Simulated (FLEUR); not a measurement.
# Rh (Fm-3m) in FLEUR: further runs

Runs on Rh. Level: AM05. Tasks: band structure, equation of state.

Program: FLEUR MaX-R8.1 (later development tree). These are calculated values, not measurements. Logs are shortened: lines on timing, memory, paths and dates and some standing lists are left out, and cuts for length are marked.

**The experiment to reproduce.**

“Thermal equation of state of rhodium characterized by XRD in a resistively heated diamond anvil cell”, 2024, pmc:11535440 quotes, for a bulk crystal of Rh: bulk modulus 264 ± 1 GPa.

The results are compared with them further down.

## Step 1: Starting point

Symmetry: Fm-3m, No. 225, cubic system. The conventional cell has a = 3.796 Å, b = 3.796 Å, c = 3.796 Å, α = 90.00°, β = 90.00°, γ = 90.00°. Rh (site symmetry m-3m) has 12 Rh at 2.68 Å as nearest neighbours.

## Step 2: Band structure, AM05

Input file inp.xml:

```xml
<?xml version="1.0" encoding="UTF-8" standalone="no"?>
<fleurInput fleurInputVersion="0.39">
   <comment>
      Rh                                                                                                  
   </comment>
   <calculationSetup>
      <cutoffs Kmax="4.17" Gmax="12.9" GmaxXC="12.9" numbands="0"/>
      <scfLoop itmax="60" minDistance="0.00001" maxIterBroyd="15" imix="Anderson" alpha="0.05" precondParam="0.0" spinf="2.0" sdNocoIR="T"/>
      <coreElectrons ctail="T" frcor="F" kcrel="0" coretail_lmax="0"/>
      <xcFunctional name="LibXC" relativisticCorrections="F">
         <LibXCName exchange="gga_x_am05" correlation="gga_c_am05"/>
      </xcFunctional>
      <magnetism jspins="1"/>
      <soc l_soc="F" theta="0.0" phi="0.0" spav="F"/>
      <expertModes spex="0" secvar="F"/>
      <geometryOptimization l_f="F" forcealpha="1.0" forcemix="BFGS" epsdisp="0.00001" epsforce="0.00001"/>
      <ldaU l_linMix="F" mixParam="0.05" spinf="1.0"/>
   </calculationSetup>
   <cell>
      <bzIntegration valenceElectrons="17.0" mode="hist" fermiSmearingEnergy="0.00183747">
         <kPointListSelection listName="default-1"/>
         <!-- k-points included here -->
         <xi:include xmlns:xi="http://www.w3.org/2001/XInclude" href="kpts.xml"> </xi:include>
      </bzIntegration>
      <!-- symmetry operations included here -->
      <xi:include xmlns:xi="http://www.w3.org/2001/XInclude" href="sym.xml"> </xi:include>
      <bulkLattice scale="1.0">
         <bravaisMatrix>
            <row-1>    0.0000000000000000     3.5864167255721098     3.5864167255721098</row-1>
            <row-2>    3.5864167255721098     0.0000000000000000     3.5864167255721098</row-2>
            <row-3>    3.5864167255721098     3.5864167255721098     0.0000000000000000</row-3>
         </bravaisMatrix>
      </bulkLattice>
   </cell>
   <atomSpecies>
      <species name="Rhodium (Rh)" element="Rh" atomicNumber="45">
         <mtSphere radius="2.35" gridPoints="777" logIncrement="0.016"/>
         <atomicCutoffs lmax="9" lnonsphr="7"/>
         <electronConfig flipSpins="F">
            <coreConfig>(1s1/2) (2s1/2) (2p1/2) (2p3/2) (3s1/2) (3p1/2) (3p3/2) (3d3/2) (3d5/2)</coreConfig>
            <valenceConfig>(4s1/2) (4p1/2) (4p3/2) (5s1/2) (4d3/2) (4d5/2)</valenceConfig>
            <stateOccupation state="(5s1/2)" spinUp="0.500000" spinDown="0.500000"/>
            <stateOccupation state="(4d3/2)" spinUp="1.600000" spinDown="1.600000"/>
            <stateOccupation state="(4d5/2)" spinUp="2.400000" spinDown="2.400000"/>
         </electronConfig>
         <energyParameters s="5" p="5" d="4" f="4"/>
         <lo type="SCLO" l="0" n="4" eDeriv="0"/>
         <lo type="SCLO" l="1" n="4" eDeriv="0"/>
         <lo type="SCLO" l="1" n="4" eDeriv="1"/>
         <lo type="SCLO" l="2" n="4" eDeriv="2"/>
         <lo type="SCLO" l="3" n="4" eDeriv="2"/>
      </species>
   </atomSpecies>
   <atomGroups>
      <atomGroup species="Rhodium (Rh)">
         <relPos label="                   1">.0000000000 .0000000000 .0000000000</relPos>
         <force calculate="T" relaxXYZ="TTT"/>
      </atomGroup>
   </atomGroups>
   <output dos="F" band="F" slice="F">
      <checks vchk="F" cdinf="F"/>
      <bandDOS minEnergy="-.5*Htr" maxEnergy="0.5*Htr" sigma="0.015" storeEVData="T"/>
      <vacuumDOS vacdos="F" integ="F" star="F" nstars="0" locx1="0.0" locy1="0.0" locx2="0.0" locy2="0.0" nstm="0" tworkf="0.0"/>
      <unfoldingBand unfoldBand="F" supercellX="1" supercellY="1" supercellZ="1"/>
      <plotting iplot="0" polar="F">
         <plot TwoD="T" vec1="  1.0  0.0  0.0" vec2="  0.0  1.0  0.0" vec3="  0.0  0.0  1.0" zero="  0.0  0.0  0.0" file="plot"/>
      </plotting>
      <chargeDensitySlicing numkpt="0" minEigenval="0.0" maxEigenval="0.0" nnne="0" pallst="F"/>
      <specialOutput eonly="F"/>
      <moessbauerParams electricFieldGradient="T" isomerShift="T" coreHyperfine="T" valenceHyperfine="T"/>
      <magneticCircularDichroism mcd="F" energyLo="-10.0" energyUp="0.0"/>
   </output>
  <!-- We include the file relax.xml here to enable relaxations (see documentation) -->
  <xi:include xmlns:xi="http://www.w3.org/2001/XInclude" href="relax.xml"> <xi:fallback/> </xi:include>
</fleurInput>
```

Input file crystal.txt:

```
Rh
&input cartesian=F /
0.0000000000  1.8978500000  1.8978500000
1.8978500000  0.0000000000  1.8978500000
1.8978500000  1.8978500000  0.0000000000
1.8897261246
1.0 1.0 1.0

1
45 0.0000000000  0.0000000000  0.0000000000

&kpt div1=12 div2=12 div3=12 gamma=T /
```

Input file inp.xml (bands):

```
<?xml version="1.0" encoding="UTF-8" standalone="no"?>
<fleurInput fleurInputVersion="0.39">
   <comment>
      Rh                                                                                                  
   </comment>
   <calculationSetup>
      <cutoffs Kmax="4.17" Gmax="12.9" GmaxXC="12.9" numbands="0"/>
      <scfLoop itmax="60" minDistance="0.00001" maxIterBroyd="15" imix="Anderson" alpha="0.05" precondParam="0.0" spinf="2.0" sdNocoIR="T"/>
      <coreElectrons ctail="T" frcor="F" kcrel="0" coretail_lmax="0"/>
      <xcFunctional name="LibXC" relativisticCorrections="F">
         <LibXCName exchange="gga_x_am05" correlation="gga_c_am05"/>
      </xcFunctional>
      <magnetism jspins="1"/>
      <soc l_soc="F" theta="0.0" phi="0.0" spav="F"/>
      <expertModes spex="0" secvar="F"/>
      <geometryOptimization l_f="F" forcealpha="1.0" forcemix="BFGS" epsdisp="0.00001" epsforce="0.00001"/>
      <ldaU l_linMix="F" mixParam="0.05" spinf="1.0"/>
   </calculationSetup>
   <cell>
      <bzIntegration valenceElectrons="17.0" mode="hist" fermiSmearingEnergy="0.00183747">
         <kPointListSelection listName="path-1"/>
         <!-- k-points included here -->
         <xi:include xmlns:xi="http://www.w3.org/2001/XInclude" href="kpts.xml"> </xi:include>
      </bzIntegration>
      <!-- symmetry operations included here -->
      <xi:include xmlns:xi="http://www.w3.org/2001/XInclude" href="sym.xml"> </xi:include>
      <bulkLattice scale="1.0">
         <bravaisMatrix>
            <row-1>    0.0000000000000000     3.5864167255721098     3.5864167255721098</row-1>
            <row-2>    3.5864167255721098     0.0000000000000000     3.5864167255721098</row-2>
            <row-3>    3.5864167255721098     3.5864167255721098     0.0000000000000000</row-3>
         </bravaisMatrix>
      </bulkLattice>
   </cell>
   <atomSpecies>
      <species name="Rhodium (Rh)" element="Rh" atomicNumber="45">
         <mtSphere radius="2.35" gridPoints="777" logIncrement="0.016"/>
         <atomicCutoffs lmax="9" lnonsphr="7"/>
         <electronConfig flipSpins="F">
            <coreConfig>(1s1/2) (2s1/2) (2p1/2) (2p3/2) (3s1/2) (3p1/2) (3p3/2) (3d3/2) (3d5/2)</coreConfig>
            <valenceConfig>(4s1/2) (4p1/2) (4p3/2) (5s1/2) (4d3/2) (4d5/2)</valenceConfig>
            <stateOccupation state="(5s1/2)" spinUp="0.500000" spinDown="0.500000"/>
            <stateOccupation state="(4d3/2)" spinUp="1.600000" spinDown="1.600000"/>
            <stateOccupation state="(4d5/2)" spinUp="2.400000" spinDown="2.400000"/>
         </electronConfig>
         <energyParameters s="5" p="5" d="4" f="4"/>
         <lo type="SCLO" l="0" n="4" eDeriv="0"/>
         <lo type="SCLO" l="1" n="4" eDeriv="0"/>
         <lo type="SCLO" l="1" n="4" eDeriv="1"/>
         <lo type="SCLO" l="2" n="4" eDeriv="2"/>
         <lo type="SCLO" l="3" n="4" eDeriv="2"/>
      </species>
   </atomSpecies>
   <atomGroups>
      <atomGroup species="Rhodium (Rh)">
         <relPos label="                   1">.0000000000 .0000000000 .0000000000</relPos>
         <force calculate="T" relaxXYZ="TTT"/>
      </atomGroup>
   </atomGroups>
   <output dos="F" band="T" slice="F">
      <checks vchk="F" cdinf="F"/>
      <bandDOS minEnergy="-.5*Htr" maxEnergy="0.5*Htr" sigma="0.015" storeEVData="T"/>
      <vacuumDOS vacdos="F" integ="F" star="F" nstars="0" locx1="0.0" locy1="0.0" locx2="0.0" locy2="0.0" nstm="0" tworkf="0.0"/>
      <unfoldingBand unfoldBand="F" supercellX="1" supercellY="1" supercellZ="1"/>
      <plotting iplot="0" polar="F">
         <plot TwoD="T" vec1="  1.0  0.0  0.0" vec2="  0.0  1.0  0.0" vec3="  0.0  0.0  1.0" zero="  0.0  0.0  0.0" file="plot"/>
      </plotting>
      <chargeDensitySlicing numkpt="0" minEigenval="0.0" maxEigenval="0.0" nnne="0" pallst="F"/>
      <specialOutput eonly="F"/>
      <moessbauerParams electricFieldGradient="T" isomerShift="T" coreHyperfine="T" valenceHyperfine="T"/>
      <magneticCircularDichroism mcd="F" energyLo="-10.0" energyUp="0.0"/>
   </output>
  <!-- We include the file relax.xml here to enable relaxations (see documentation) -->
  <xi:include xmlns:xi="http://www.w3.org/2001/XInclude" href="relax.xml"> <xi:fallback/> </xi:include>
</fleurInput>
```

Potentials or basis: all-electron, FLAPW.

Started as:

```bash
inpgen -f crystal.txt -profile fastHighL
# inp.xml edited to the form shown
fleur_MPI
fleur_MPI   # second run, on inp.xml (bands)
```

The program printed:

```text
Welcome to FLEUR        (www.flapw.de)
      MaX-Release 8.1          (www.max-centre.eu)
 func_ids         135         120         135         120
The functional 'Armiento & Mattsson 05' is an exchange functional, it belongs to the 'GGA' family and is defined in the reference(s):
[1] R. Armiento and A. E. Mattsson.,  Phys. Rev. B 72, 085108 (2005)
[2] A. E. Mattsson, R. Armiento, J. Paier, G. Kresse, J. M. Wills, and T. R. Mattsson.,  J. Chem. Phys. 128, 084714 (2008)
The functional 'Armiento & Mattsson 05' is a correlation functional, it belongs to the 'GGA' family and is defined in the reference(s):
[1] R. Armiento and A. E. Mattsson.,  Phys. Rev. B 72, 085108 (2005)
[2] A. E. Mattsson, R. Armiento, J. Paier, G. Kresse, J. M. Wills, and T. R. Mattsson.,  J. Chem. Phys. 128, 084714 (2008)
 Using same functional for VXC and EXC

 ========== k-point set info ==========
 Selected k-point list: default-1
 k-point list type: mesh
 12 x 12 x 12
 Number of k points: 72

 ------------Calculation Setup---------------------------
 Number of MPI-tasks      :            1
 Number of PE/node        :            1
 Number of OMP-threads    :            1
 Most efficient MPI parallelization for:
           1           2           3           4           6           8           9          12          18          24          36          72
 Additional eigenvalue parallelization possible
 Number of basis functions:          160
 Approximate size of matrices (H+S) per k-point:         0.000 GB
 --------------------------------------------------------
 Iteration:     1   Distance:      19.10073382 me/bohr^3
 Iteration:     2   Distance:      16.81684035 me/bohr^3
 Iteration:     3   Distance:       6.17811040 me/bohr^3
 Iteration:     4   Distance:       4.50765368 me/bohr^3
 Iteration:     5   Distance:       1.57078180 me/bohr^3
 Iteration:     6   Distance:       0.43209071 me/bohr^3
 Iteration:     7   Distance:       0.09356188 me/bohr^3
 Iteration:     8   Distance:       0.01114351 me/bohr^3
 Iteration:     9   Distance:       0.00447799 me/bohr^3
 Iteration:    10   Distance:       0.00055712 me/bohr^3
 Iteration:    11   Distance:       0.00105422 me/bohr^3
 Iteration:    12   Distance:       0.00003480 me/bohr^3
 Iteration:    13   Distance:       0.00001382 me/bohr^3
 Iteration:    14   Distance:       0.00000088 me/bohr^3

 ********************************************************************
 Run finished successfully
 Stop message:
   all done
 ********************************************************************
```

Wall time 9.1 s (1 thread of Arm Neoverse V2, shared host); peak memory 0.06 GiB.

Results:

```yaml
Free_energy: -130094.5341 eV
Band_gap_along_the_path: none (metal or under the smearing width)
Valence_electrons_inside_the_program's_atomic_spheres: Rh 15.36 (radii Rh 2.35 bohr)
```

Levels at the corners of the path, in eV from the Fermi level:
```tsv
point	band 6	band 7	band 8	band 9	band 10	band 11
Γ	-3.14	-3.14	-3.14	-1.01	-1.01	15.66
X	-6.05	0.54	0.98	0.98	3.16	12.27
W	-3.89	-3.89	-1.24	0.98	9.57	9.57
K	-4.86	-2.13	-0.71	0.35	7.82	8.54
Γ	-3.14	-3.14	-3.14	-1.01	-1.01	15.66
L	-3.21	-3.21	0.56	0.56	0.60	8.64
U	-4.86	-2.13	-0.71	0.35	7.82	8.54
W	-3.89	-3.89	-1.24	0.98	9.57	9.57
L	-3.21	-3.21	0.56	0.56	0.60	8.64
K	-4.86	-2.13	-0.71	0.35	7.82	8.54
U	-4.86	-2.13	-0.71	0.35	7.82	8.54
X	-6.05	0.54	0.98	0.98	3.16	12.27
```

Core levels (eV from the Fermi level):
| atom | levels |
| --- | --- |
| 1 Rh | 1s1/2 -22995.2, 2s1/2 -3330.9, 2p1/2 -3084.9, 2p3/2 -2940.5, 3s1/2 -591.9, 3p1/2 -495.7, 3p3/2 -470.8, 3d3/2 -300.0, 3d5/2 -295.1 |

## Step 3: Equation of state, AM05, 12.85 Å³/atom (volume scaled by 0.94)

Changes to inp.xml since step 2:

```diff
@@ -6,3 +6,3 @@
    <calculationSetup>
-      <cutoffs Kmax="4.17" Gmax="12.9" GmaxXC="12.9" numbands="0"/>
+      <cutoffs Kmax="4.26" Gmax="13.2" GmaxXC="13.2" numbands="0"/>
       <scfLoop itmax="60" minDistance="0.00001" maxIterBroyd="15" imix="Anderson" alpha="0.05" precondParam="0.0" spinf="2.0" sdNocoIR="T"/>
@@ -26,3 +26,3 @@
       <xi:include xmlns:xi="http://www.w3.org/2001/XInclude" href="sym.xml"> </xi:include>
-      <bulkLattice scale="1.0">
+      <bulkLattice scale="0.9795861087">
          <bravaisMatrix>
@@ -36,3 +36,3 @@
       <species name="Rhodium (Rh)" element="Rh" atomicNumber="45">
-         <mtSphere radius="2.35" gridPoints="777" logIncrement="0.016"/>
+         <mtSphere radius="2.3" gridPoints="777" logIncrement="0.016"/>
          <atomicCutoffs lmax="9" lnonsphr="7"/>
```

Potentials or basis: all-electron, FLAPW.

Started as:

```bash
inpgen -f crystal.txt -profile fastHighL
# inp.xml edited to the form shown
fleur_MPI
```

The program printed:

```text
Welcome to FLEUR        (www.flapw.de)
      MaX-Release 8.1          (www.max-centre.eu)
 func_ids         135         120         135         120
The functional 'Armiento & Mattsson 05' is an exchange functional, it belongs to the 'GGA' family and is defined in the reference(s):
[1] R. Armiento and A. E. Mattsson.,  Phys. Rev. B 72, 085108 (2005)
[2] A. E. Mattsson, R. Armiento, J. Paier, G. Kresse, J. M. Wills, and T. R. Mattsson.,  J. Chem. Phys. 128, 084714 (2008)
The functional 'Armiento & Mattsson 05' is a correlation functional, it belongs to the 'GGA' family and is defined in the reference(s):
[1] R. Armiento and A. E. Mattsson.,  Phys. Rev. B 72, 085108 (2005)
[2] A. E. Mattsson, R. Armiento, J. Paier, G. Kresse, J. M. Wills, and T. R. Mattsson.,  J. Chem. Phys. 128, 084714 (2008)
 Using same functional for VXC and EXC

 ========== k-point set info ==========
 Selected k-point list: default-1
 k-point list type: mesh
 12 x 12 x 12
 Number of k points: 72

 ------------Calculation Setup---------------------------
 Number of MPI-tasks      :            1
 Number of PE/node        :            1
 Number of OMP-threads    :            1
 Most efficient MPI parallelization for:
           1           2           3           4           6           8           9          12          18          24          36          72
 Additional eigenvalue parallelization possible
 Number of basis functions:          160
 Approximate size of matrices (H+S) per k-point:         0.000 GB
 --------------------------------------------------------
 Iteration:     1   Distance:      19.45041084 me/bohr^3
 Iteration:     2   Distance:      17.21785576 me/bohr^3
 Iteration:     3   Distance:       6.41543775 me/bohr^3
 Iteration:     4   Distance:       4.48458386 me/bohr^3
 Iteration:     5   Distance:       1.55187509 me/bohr^3
 Iteration:     6   Distance:       0.32539148 me/bohr^3
 Iteration:     7   Distance:       0.08401233 me/bohr^3
 Iteration:     8   Distance:       0.00724409 me/bohr^3
 Iteration:     9   Distance:       0.00412901 me/bohr^3
 Iteration:    10   Distance:       0.00034707 me/bohr^3
 Iteration:    11   Distance:       0.00017228 me/bohr^3
 Iteration:    12   Distance:       0.00003000 me/bohr^3
 Iteration:    13   Distance:       0.00002200 me/bohr^3
 Iteration:    14   Distance:       0.00000077 me/bohr^3

 ********************************************************************
 Run finished successfully
 Stop message:
   all done
 ********************************************************************
```

Wall time 8.2 s (1 thread of Arm Neoverse V2, shared host); peak memory 0.08 GiB.

What came out:

| Quantity | Value |
| --- | --- |
| Free energy | -130094.5142 eV |
| Band gap on the k mesh | none (metal or under the smearing width) |
| Valence electrons inside the program's atomic spheres | Rh 15.28 (radii Rh 2.3 bohr) |

## Step 4: Equation of state, AM05, 13.12 Å³/atom (volume scaled by 0.96)

Changes to inp.xml since step 3:

```diff
@@ -26,3 +26,3 @@
       <xi:include xmlns:xi="http://www.w3.org/2001/XInclude" href="sym.xml"> </xi:include>
-      <bulkLattice scale="0.9795861087">
+      <bulkLattice scale="0.9864848297">
          <bravaisMatrix>
```

Started as:

```bash
inpgen -f crystal.txt -profile fastHighL
# inp.xml edited to the form shown
fleur_MPI
```

It took 8.3 s on 1 thread of Arm Neoverse V2, shared host; peak memory 0.09 GiB.

It converged, with:

- Free energy: -130094.5322 eV
- Band gap on the k mesh: none (metal or under the smearing width)
- Valence electrons inside the program's atomic spheres: Rh 15.25 (radii Rh 2.3 bohr)

## Step 5: Equation of state, AM05, 13.67 Å³/atom

Changes to inp.xml since step 4:

```diff
@@ -26,3 +26,3 @@
       <xi:include xmlns:xi="http://www.w3.org/2001/XInclude" href="sym.xml"> </xi:include>
-      <bulkLattice scale="0.9864848297">
+      <bulkLattice scale="1.0000000000">
          <bravaisMatrix>
```

Started as:

```bash
inpgen -f crystal.txt -profile fastHighL
# inp.xml edited to the form shown
fleur_MPI
```

Run time: 8.6 s. Hardware: 1 thread of Arm Neoverse V2, shared host; peak memory 0.09 GiB.

The run converged. Its results:

```
Free energy                                           : -130094.5340 eV
Band gap on the k mesh                                : none (metal or under the smearing width)
Valence electrons inside the program's atomic spheres : Rh 15.18 (radii Rh 2.3 bohr)
```

## Step 6: Equation of state, AM05, 14.22 Å³/atom (volume scaled by 1.04)

Changes to inp.xml since step 5:

```diff
@@ -26,3 +26,3 @@
       <xi:include xmlns:xi="http://www.w3.org/2001/XInclude" href="sym.xml"> </xi:include>
-      <bulkLattice scale="1.0000000000">
+      <bulkLattice scale="1.0131594038">
          <bravaisMatrix>
```

Potentials or basis: all-electron, FLAPW.

Started as:

```bash
inpgen -f crystal.txt -profile fastHighL
# inp.xml edited to the form shown
fleur_MPI
```

It took 9 s on 1 thread of Arm Neoverse V2, shared host; peak memory 0.09 GiB.

Results (log left out):

```
Free energy                                           : -130094.4985 eV
Band gap on the k mesh                                : none (metal or under the smearing width)
Valence electrons inside the program's atomic spheres : Rh 15.13 (radii Rh 2.3 bohr)
```

## Step 7: Equation of state, AM05, 14.49 Å³/atom (volume scaled by 1.06)

Changes to inp.xml since step 6:

```diff
@@ -26,3 +26,3 @@
       <xi:include xmlns:xi="http://www.w3.org/2001/XInclude" href="sym.xml"> </xi:include>
-      <bulkLattice scale="1.0131594038">
+      <bulkLattice scale="1.0196128224">
          <bravaisMatrix>
```

Started as:

```bash
inpgen -f crystal.txt -profile fastHighL
# inp.xml edited to the form shown
fleur_MPI
```

It took 9.2 s on 1 thread of Arm Neoverse V2, shared host; peak memory 0.09 GiB.

Results (log left out):

| Quantity | Value |
| --- | --- |
| Free energy | -130094.4696 eV |
| Band gap on the k mesh | none (metal or under the smearing width) |
| Valence electrons inside the program's atomic spheres | Rh 15.10 (radii Rh 2.3 bohr) |

## Step 8: Equation of state, AM05

This step only gathers the single runs of the series.

Results:

```
Equilibrium volume                      : 13.42 Å³/atom
Bulk modulus                            : 299 GPa
Pressure derivative of the bulk modulus : 5.1 (rough: it moves with the points fitted)
```

Energy against volume, from the lowest point:
| volume (Å³/atom) | energy (meV/atom) |
| --- | --- |
| 12.851 | 19.79 |
| 13.125 | 1.83 |
| 13.671 | 0.00 |
| 14.218 | 35.49 |
| 14.492 | 64.40 |

## Step 9: Against experiment

Step 8. A measured bulk modulus of Rh is 264 GPa (quoted in “Thermal equation of state of rhodium characterized by XRD in a resistively heated diamond anvil cell”, 2024, pmc:11535440); the calculated 299 GPa misses it by +13.2 %. The fit is for a static lattice scaled at fixed shape and fixed fractional positions.
